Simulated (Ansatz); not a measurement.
# InP (Fm-3m): compression over a wide range

Aim: energy and pressure of InP (Fm-3m) over a wide range of volumes, and a fit.

Computed with Ansatz 0.2.0 (DFT PBEsol, scalar-relativistic, plane waves, PAW, unless a step's input says otherwise).

### 1 The system as given

Symmetry: Fm-3m, No. 225, cubic system. Conventional cell: a = 5.459 Å, b = 5.459 Å, c = 5.459 Å, α = 90.00°, β = 90.00°, γ = 90.00°. In (site symmetry m-3m) has 6 P at 2.73 Å as nearest neighbours. P (site symmetry m-3m) is surrounded by 6 In at 2.73 Å.

Coordinates:

```
CELL_PARAMETERS angstrom
0.00000 2.72932 2.72932
2.72932 0.00000 2.72932
2.72932 2.72932 0.00000
ATOMIC_POSITIONS crystal
In 0.00000 0.00000 0.00000
P 0.50000 0.50000 0.50000
```

This cell comes from an earlier session at PBEsol: 20.331 Å³/atom at 0.01 GPa, on a 14×14×14 mesh.

### 2 Volume × 0.96

input.yaml

```yaml
crystal:
  lattice:
    - [0.0, 2.6924329151, 2.6924329151]
    - [2.6924329151, 0.0, 2.6924329151]
    - [2.6924329151, 2.6924329151, 0.0]
  atoms:
    - { symbol: In, position: [0.0, 0.0, 0.0] }
    - { symbol: P, position: [0.5, 0.5, 0.5] }
basis:
  ecutwfc: 420
  ecutrho_ratio: 4
kpoints:
  mp_grid: { grid: [14, 14, 14] }
hamiltonian:
  xc: pbesol
scf:
  occupations: { method: gaussian, width: 0.05 }
output:
  forces: true
  stress: true
  eigenvalues: true
```

Launch:

```sh
$ ansatz run input.yaml --threads 1 --pin off --max-ram 2560MiB --backend cpu --events-out ev --progress --plain --runs-dir out
```

Log (excerpt; [...] marks lines left out):

```text
Warning: RAYON_NUM_THREADS=1 ignored (pool sized by the plan → 1); use --threads N
[...]
Pseudopotentials: kind: paw
Pseudopotential: In, paw, valence charge 13, recommended cutoff 420 eV (normal), In.paw.azcp
Pseudopotential: P, paw, valence charge 5, recommended cutoff 420 eV (normal), P.paw.azcp
Functional definition: PBEsol
[...]
Crystal: 2 atoms, lattice volume = 39.036 Å³
Basis set: ecut = 420 eV, 749 PW (Γ), exchange–correlation on 54×54×54 points (8 copies of the dense FFT grid, shifted against one another)
Bands: 13, of which v1, the nominal top of the filled ones, is band 9 counted from 1 (8 counted from 0)
Symmetry: 48 space group operations
Space group: Fm-3m (ITA 225), of the structure as read, at distance tolerance 3.4e-5 Å
k-points: 104 of 2744
[...]
SCF iter   1: F=—  HF=-6265.497555 eV  |F-HF|=—  |Δ(HF+E_count)|=         —  Δρ=6.76e-3  dr2=2.78e-2  ethr=1.77e-3  ⟨swp⟩=6.2  Hψ=8896  notcnv=0
[...]
SCF iter   7: F=-6265.486822 eV  HF=-6265.486823 eV  |F-HF|=5.99e-8  |Δ(HF+E_count)|=   8.53e-7  Δρ=1.37e-5  dr2=6.62e-8  ethr=5.56e-10  ⟨swp⟩=5.4  Hψ=7766  notcnv=0
[...]
SCF converged after 7 iterations
Free energy (F): -6265.486822 eV
[...]
E sigma→0 (E₀):  -6265.486023 eV
Entropy (-TS):   -0.001599 eV (-0.800 meV/atom)
Fermi energy:    10.293848 eV
[...]
--- Forces (eV/Å), atoms counted from 1 ---
  atom   1  In    -0.00000000     0.00000000     0.00000000
  atom   2  P      0.00000000    -0.00000000     0.00000000
[...]
--- Stress (GPa, compression-positive) ---
        3.807502      -0.000000      -0.000000
       -0.000000       3.807502      -0.000000
        0.000000      -0.000000       3.807502
  P = ⅓ Tr σ = 3.8075 GPa (38.075 kbar)
--- Band table (eV; the first three rows and the last of 104) ---
  k-point 0: bands = ["-3.9370", "-3.9370", "-3.9086", "-3.9086", "-3.9086", "-2.3559", "9.9914", "9.9914", "9.9914", "11.5099", "17.3827", "17.3827", "17.3827"]
[...]
```

Wall time 3.6 s (1 thread of Intel Xeon at 2.70GHz, shared host); peak memory 0.37 GiB.

In short: volume 19.518 Å³/atom, pressure 3.81 GPa, a metal on this mesh.

### 3 Volume × 1.04

input.yaml, as its differences from that of step 2:

```diff
@@ -2,5 +2,5 @@
   lattice:
-    - [0.0, 2.6924329151, 2.6924329151]
-    - [2.6924329151, 0.0, 2.6924329151]
-    - [2.6924329151, 2.6924329151, 0.0]
+    - [0.0, 2.7652363674, 2.7652363674]
+    - [2.7652363674, 0.0, 2.7652363674]
+    - [2.7652363674, 2.7652363674, 0.0]
   atoms:
```

Launch:

```sh
$ ansatz run input.yaml --threads 1 --pin off --max-ram 2560MiB --backend cpu --events-out ev --progress --plain --runs-dir out
```

Log (excerpt; [...] marks lines left out):

```text
Warning: RAYON_NUM_THREADS=1 ignored (pool sized by the plan → 1); use --threads N
[...]
[... 4 set-up lines as earlier in the session ...]
[...]
Crystal: 2 atoms, lattice volume = 42.289 Å³
Basis set: ecut = 420 eV, 869 PW (Γ), exchange–correlation on 54×54×54 points (8 copies of the dense FFT grid, shifted against one another)
Bands: 13, of which v1, the nominal top of the filled ones, is band 9 counted from 1 (8 counted from 0)
[... 1 set-up line as earlier in the session ...]
Space group: Fm-3m (ITA 225), of the structure as read, at distance tolerance 3.5e-5 Å
k-points: 104 of 2744
[...]
SCF iter   1: F=—  HF=-6265.502198 eV  |F-HF|=—  |Δ(HF+E_count)|=         —  Δρ=6.89e-3  dr2=3.37e-2  ethr=1.77e-3  ⟨swp⟩=6.2  Hψ=8855  notcnv=0
[...]
SCF iter   7: F=-6265.489759 eV  HF=-6265.489759 eV  |F-HF|=9.71e-10  |Δ(HF+E_count)|=   5.72e-9  Δρ=3.99e-6  dr2=5.37e-9  ethr=5.56e-10  ⟨swp⟩=6.6  Hψ=6718  notcnv=0
[...]
SCF converged after 7 iterations
Free energy (F): -6265.489759 eV
[...]
E sigma→0 (E₀):  -6265.488875 eV
Entropy (-TS):   -0.001770 eV (-0.885 meV/atom)
Fermi energy:    9.080548 eV
[...]
--- Forces (eV/Å), atoms counted from 1 ---
  atom   1  In    -0.00000000     0.00000000    -0.00000000
  atom   2  P      0.00000000     0.00000000    -0.00000000
[...]
--- Stress (GPa, compression-positive) ---
       -2.995644      -0.000000       0.000000
        0.000000      -2.995644       0.000000
       -0.000000       0.000000      -2.995644
  P = ⅓ Tr σ = -2.9956 GPa (-29.956 kbar)
--- Band table (eV; the first three rows and the last of 104) ---
  k-point 0: bands = ["-5.0155", "-5.0155", "-4.9926", "-4.9926", "-4.9926", "-2.9280", "8.8518", "8.8518", "8.8518", "9.6301", "16.1640", "16.1640", "16.1640"]
[...]
```

Wall time 4.8 s (1 thread of Intel Xeon at 2.70GHz, shared host); peak memory 0.37 GiB.

In short: volume 21.144 Å³/atom, pressure -3.00 GPa, a metal on this mesh.

### 4 Volume × 0.92

input.yaml, as its differences from that of step 3:

```diff
@@ -2,5 +2,5 @@
   lattice:
-    - [0.0, 2.7652363674, 2.7652363674]
-    - [2.7652363674, 0.0, 2.7652363674]
-    - [2.7652363674, 2.7652363674, 0.0]
+    - [0.0, 2.6545062728, 2.6545062728]
+    - [2.6545062728, 0.0, 2.6545062728]
+    - [2.6545062728, 2.6545062728, 0.0]
   atoms:
```

Launch:

```sh
$ ansatz run input.yaml --threads 1 --pin off --max-ram 2560MiB --backend cpu --events-out ev --progress --plain --runs-dir out
```

Log (excerpt; [...] marks lines left out):

```text
Warning: RAYON_NUM_THREADS=1 ignored (pool sized by the plan → 1); use --threads N
[...]
[... 4 set-up lines as earlier in the session ...]
[...]
Crystal: 2 atoms, lattice volume = 37.409 Å³
Basis set: ecut = 420 eV, 725 PW (Γ), exchange–correlation on 54×54×54 points (8 copies of the dense FFT grid, shifted against one another)
Bands: 13, of which v1, the nominal top of the filled ones, is band 9 counted from 1 (8 counted from 0)
[... 1 set-up line as earlier in the session ...]
Space group: Fm-3m (ITA 225), of the structure as read, at distance tolerance 3.3e-5 Å
k-points: 104 of 2744
[...]
SCF iter   1: F=—  HF=-6265.434784 eV  |F-HF|=—  |Δ(HF+E_count)|=         —  Δρ=6.66e-3  dr2=2.45e-2  ethr=1.77e-3  ⟨swp⟩=6.2  Hψ=8925  notcnv=0
[...]
SCF iter   8: F=-6265.424816 eV  HF=-6265.424816 eV  |F-HF|=1.68e-9  |Δ(HF+E_count)|=   7.26e-8  Δρ=2.58e-6  dr2=1.91e-9  ethr=5.56e-10  ⟨swp⟩=6.3  Hψ=6529  notcnv=0
[...]
SCF converged after 8 iterations
Free energy (F): -6265.424816 eV
[...]
E sigma→0 (E₀):  -6265.424112 eV
Entropy (-TS):   -0.001408 eV (-0.704 meV/atom)
Fermi energy:    10.980708 eV
[...]
--- Forces (eV/Å), atoms counted from 1 ---
  atom   1  In    -0.00000000     0.00000000     0.00000000
  atom   2  P      0.00000000    -0.00000000     0.00000000
[...]
--- Stress (GPa, compression-positive) ---
        8.593625      -0.000000       0.000000
       -0.000000       8.593625       0.000000
        0.000000      -0.000000       8.593625
  P = ⅓ Tr σ = 8.5936 GPa (85.936 kbar)
--- Band table (eV; the first three rows and the last of 104) ---
  k-point 0: bands = ["-3.3386", "-3.3386", "-3.3071", "-3.3071", "-3.3071", "-2.0369", "10.6333", "10.6333", "10.6333", "12.5778", "18.0690", "18.0690", "18.0690"]
[...]
```

It took 5.4 s on 1 thread of Intel Xeon at 2.70GHz, shared host; peak memory 0.36 GiB.

Result: volume 18.705 Å³/atom, pressure 8.59 GPa, metallic.

### 5 Volume × 0.88

input.yaml, as its differences from that of step 4:

```diff
@@ -2,5 +2,5 @@
   lattice:
-    - [0.0, 2.6545062728, 2.6545062728]
-    - [2.6545062728, 0.0, 2.6545062728]
-    - [2.6545062728, 2.6545062728, 0.0]
+    - [0.0, 2.6154637445, 2.6154637445]
+    - [2.6154637445, 0.0, 2.6154637445]
+    - [2.6154637445, 2.6154637445, 0.0]
   atoms:
```

Launch:

```sh
$ ansatz run input.yaml --threads 1 --pin off --max-ram 2560MiB --backend cpu --events-out ev --progress --plain --runs-dir out
```

Log (excerpt; [...] marks lines left out):

```text
Warning: RAYON_NUM_THREADS=1 ignored (pool sized by the plan → 1); use --threads N
[...]
[... 4 set-up lines as earlier in the session ...]
[...]
Crystal: 2 atoms, lattice volume = 35.783 Å³
Basis set: ecut = 420 eV, 725 PW (Γ), exchange–correlation on 50×50×50 points (8 copies of the dense FFT grid, shifted against one another)
Bands: 13, of which v1, the nominal top of the filled ones, is band 9 counted from 1 (8 counted from 0)
[... 2 set-up lines as earlier in the session ...]
k-points: 104 of 2744
[...]
SCF iter   1: F=—  HF=-6265.317726 eV  |F-HF|=—  |Δ(HF+E_count)|=         —  Δρ=6.74e-3  dr2=2.26e-2  ethr=1.77e-3  ⟨swp⟩=6.1  Hψ=8932  notcnv=0
[...]
SCF iter   8: F=-6265.308113 eV  HF=-6265.308113 eV  |F-HF|=2.75e-9  |Δ(HF+E_count)|=   1.04e-7  Δρ=3.23e-6  dr2=3.05e-9  ethr=5.56e-10  ⟨swp⟩=6.0  Hψ=6459  notcnv=0
[...]
SCF converged after 8 iterations
Free energy (F): -6265.308113 eV
[...]
E sigma→0 (E₀):  -6265.307427 eV
Entropy (-TS):   -0.001371 eV (-0.686 meV/atom)
Fermi energy:    11.728241 eV
[...]
--- Forces (eV/Å), atoms counted from 1 ---
  atom   1  In    -0.00000000     0.00000000    -0.00000000
  atom   2  P      0.00000000    -0.00000000    -0.00000000
[...]
--- Stress (GPa, compression-positive) ---
       14.630296      -0.000000       0.000000
       -0.000000      14.630296       0.000000
        0.000000      -0.000000      14.630296
  P = ⅓ Tr σ = 14.6303 GPa (146.303 kbar)
--- Band table (eV; the first three rows and the last of 104) ---
  k-point 0: bands = ["-2.6937", "-2.6937", "-2.6589", "-2.6589", "-2.6589", "-1.6916", "11.3319", "11.3319", "11.3319", "13.7459", "18.8157", "18.8157", "18.8157"]
[...]
```

It took 3.9 s on 1 thread of Intel Xeon at 2.70GHz, shared host; peak memory 0.36 GiB.

This gives: volume 17.891 Å³/atom, pressure 14.63 GPa, metallic.

### 6 Volume × 0.84

input.yaml

```yaml
crystal:
  lattice:
    - [0.0, 2.5752194404, 2.5752194404]
    - [2.5752194404, 0.0, 2.5752194404]
    - [2.5752194404, 2.5752194404, 0.0]
  atoms:
    - { symbol: In, position: [0.0, 0.0, 0.0] }
    - { symbol: P, position: [0.5, 0.5, 0.5] }
basis:
  ecutwfc: 420
  ecutrho_ratio: 4
kpoints:
  mp_grid: { grid: [16, 16, 16] }
hamiltonian:
  xc: pbesol
scf:
  occupations: { method: gaussian, width: 0.05 }
output:
  forces: true
  stress: true
  eigenvalues: true
```

Launch:

```sh
$ ansatz run input.yaml --threads 1 --pin off --max-ram 2560MiB --backend cpu --events-out ev --progress --plain --runs-dir out
```

Log (excerpt; [...] marks lines left out):

```text
Warning: RAYON_NUM_THREADS=1 ignored (pool sized by the plan → 1); use --threads N
[...]
[... 4 set-up lines as earlier in the session ...]
[...]
Crystal: 2 atoms, lattice volume = 34.156 Å³
Basis set: ecut = 420 eV, 645 PW (Γ), exchange–correlation on 50×50×50 points (8 copies of the dense FFT grid, shifted against one another)
Bands: 13, of which v1, the nominal top of the filled ones, is band 9 counted from 1 (8 counted from 0)
[... 1 set-up line as earlier in the session ...]
Space group: Fm-3m (ITA 225), of the structure as read, at distance tolerance 3.2e-5 Å
k-points: 145 of 4096
[...]
SCF iter   1: F=—  HF=-6265.131478 eV  |F-HF|=—  |Δ(HF+E_count)|=         —  Δρ=6.76e-3  dr2=2.00e-2  ethr=1.77e-3  ⟨swp⟩=6.2  Hψ=12642  notcnv=0
[...]
SCF iter   8: F=-6265.122523 eV  HF=-6265.122523 eV  |F-HF|=3.07e-9  |Δ(HF+E_count)|=   9.19e-8  Δρ=3.54e-6  dr2=3.46e-9  ethr=5.56e-10  ⟨swp⟩=5.6  Hψ=8845  notcnv=0
[...]
SCF converged after 8 iterations
Free energy (F): -6265.122523 eV
[...]
E sigma→0 (E₀):  -6265.121913 eV
Entropy (-TS):   -0.001220 eV (-0.610 meV/atom)
Fermi energy:    12.600356 eV
[...]
--- Forces (eV/Å), atoms counted from 1 ---
  atom   1  In    -0.00000000     0.00000000     0.00000000
  atom   2  P      0.00000000     0.00000000    -0.00000000
[...]
--- Stress (GPa, compression-positive) ---
       22.215661       0.000000       0.000000
        0.000000      22.215661      -0.000000
        0.000000       0.000000      22.215661
  P = ⅓ Tr σ = 22.2157 GPa (222.157 kbar)
--- Band table (eV; the first three rows and the last of 145) ---
  k-point 0: bands = ["-2.0039", "-2.0039", "-1.9657", "-1.9657", "-1.9657", "-1.3138", "12.0994", "12.0994", "12.0994", "15.0304", "19.6327", "19.6327", "19.6327"]
[...]
```

Run time: 5 s. Hardware: 1 thread of Intel Xeon at 2.70GHz, shared host; peak memory 0.37 GiB.

This gives: volume 17.078 Å³/atom, pressure 22.22 GPa, a metal on this mesh.

### 7 Volume × 0.8

input.yaml, as its differences from that of step 6:

```diff
@@ -2,5 +2,5 @@
   lattice:
-    - [0.0, 2.5752194404, 2.5752194404]
-    - [2.5752194404, 0.0, 2.5752194404]
-    - [2.5752194404, 2.5752194404, 0.0]
+    - [0.0, 2.5336763784, 2.5336763784]
+    - [2.5336763784, 0.0, 2.5336763784]
+    - [2.5336763784, 2.5336763784, 0.0]
   atoms:
```

Launch:

```sh
$ ansatz run input.yaml --threads 1 --pin off --max-ram 2560MiB --backend cpu --events-out ev --progress --plain --runs-dir out
```

Log (excerpt; [...] marks lines left out):

```text
Warning: RAYON_NUM_THREADS=1 ignored (pool sized by the plan → 1); use --threads N
[...]
[... 4 set-up lines as earlier in the session ...]
[...]
Crystal: 2 atoms, lattice volume = 32.530 Å³
Basis set: ecut = 420 eV, 609 PW (Γ), exchange–correlation on 48×48×48 points (8 copies of the dense FFT grid, shifted against one another)
Bands: 13, of which v1, the nominal top of the filled ones, is band 9 counted from 1 (8 counted from 0)
[... 2 set-up lines as earlier in the session ...]
k-points: 145 of 4096
[...]
SCF iter   1: F=—  HF=-6264.859213 eV  |F-HF|=—  |Δ(HF+E_count)|=         —  Δρ=7.44e-3  dr2=2.11e-2  ethr=1.77e-3  ⟨swp⟩=6.3  Hψ=12598  notcnv=0
[...]
SCF iter   8: F=-6264.849899 eV  HF=-6264.849899 eV  |F-HF|=1.20e-8  |Δ(HF+E_count)|=   4.79e-7  Δρ=7.01e-6  dr2=1.28e-8  ethr=5.56e-10  ⟨swp⟩=5.2  Hψ=9575  notcnv=0
[...]
SCF converged after 8 iterations
Free energy (F): -6264.849899 eV
[...]
E sigma→0 (E₀):  -6264.849275 eV
Entropy (-TS):   -0.001249 eV (-0.624 meV/atom)
Fermi energy:    13.502030 eV
[...]
--- Forces (eV/Å), atoms counted from 1 ---
  atom   1  In    -0.00000000     0.00000000    -0.00000000
  atom   2  P      0.00000000    -0.00000000    -0.00000000
[...]
--- Stress (GPa, compression-positive) ---
       31.874163       0.000000       0.000000
        0.000000      31.874163       0.000000
       -0.000000      -0.000000      31.874163
  P = ⅓ Tr σ = 31.8742 GPa (318.742 kbar)
--- Band table (eV; the first three rows and the last of 145) ---
  k-point 0: bands = ["-1.2497", "-1.2497", "-1.2079", "-1.2079", "-1.2079", "-0.9037", "12.9362", "12.9362", "12.9362", "16.4421", "20.5277", "20.5277", "20.5277"]
[...]
```

It took 4.3 s on 1 thread of Intel Xeon at 2.70GHz, shared host; peak memory 0.37 GiB.

This gives: volume 16.265 Å³/atom, pressure 31.87 GPa, metallic.

### 8 All volumes together

```
volume (Å³/atom)  energy above the lowest (meV/atom)  pressure (GPa)  gap on the mesh (eV)  space group
          16.265                               327.7            31.9                  0.00        Fm-3m
          17.078                               191.3            22.2                  0.00        Fm-3m
          17.891                                98.6            14.6                  0.00        Fm-3m
          18.705                                40.2             8.6                  0.00        Fm-3m
          19.518                                 9.3             3.8                  0.00        Fm-3m
          20.331                                 0.0             0.0                  0.00        Fm-3m
          21.144                                 7.9            -3.0                  0.00        Fm-3m
```

### 9 Summary of results

```
         quantity             value
range of pressure  -3.0 to 31.9 GPa
         V0 (fit)     20.33 Å³/atom
         B0 (fit)            85 GPa
        B0′ (fit)              4.65
```

What this shows: A third-order Birch-Murnaghan fit follows the points with an rms miss of 0.03 meV/atom. The k mesh is not the same at all volumes. Symmetry fixes shape and sites, so only the volume changes. Other structures may be lower in enthalpy at these pressures.
